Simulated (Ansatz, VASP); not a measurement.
**One calculation of RbBr, two programs**

```
CELL_PARAMETERS angstrom
0.00000 3.45595 3.45595
3.45595 0.00000 3.45595
3.45595 3.45595 0.00000
ATOMIC_POSITIONS crystal
Rb 0.00000 0.00000 0.00000
Br 0.50000 0.50000 0.50000
```

Alike in both runs: task single point; functional PBE; k mesh 4 × 4 × 4; occupations gaussian, width 0.1 eV; no spin polarisation.

|  | VASP | Ansatz |
| --- | --- | --- |
| version | VASP 6.6.1 | Ansatz 0.2.0 |
| potentials or method | VASP PAW PBE potentials, release 64 (Rb_sv, Br) | scalar-relativistic, plane waves, PAW |
| plane-wave cutoff (eV) | 520 | 420 |
| valence electrons in the cell | 16 | 16 |

```csv
,VASP,Ansatz,Ansatz less VASP
gap on the k mesh at the Fermi level (eV),4.30,4.30,+0.003
least direct gap on the mesh (eV),4.30,4.30,+0.003
pressure (GPa),0.6,0.6,-0.02
```

As with any semilocal functional, this PBE gap is likely too small.
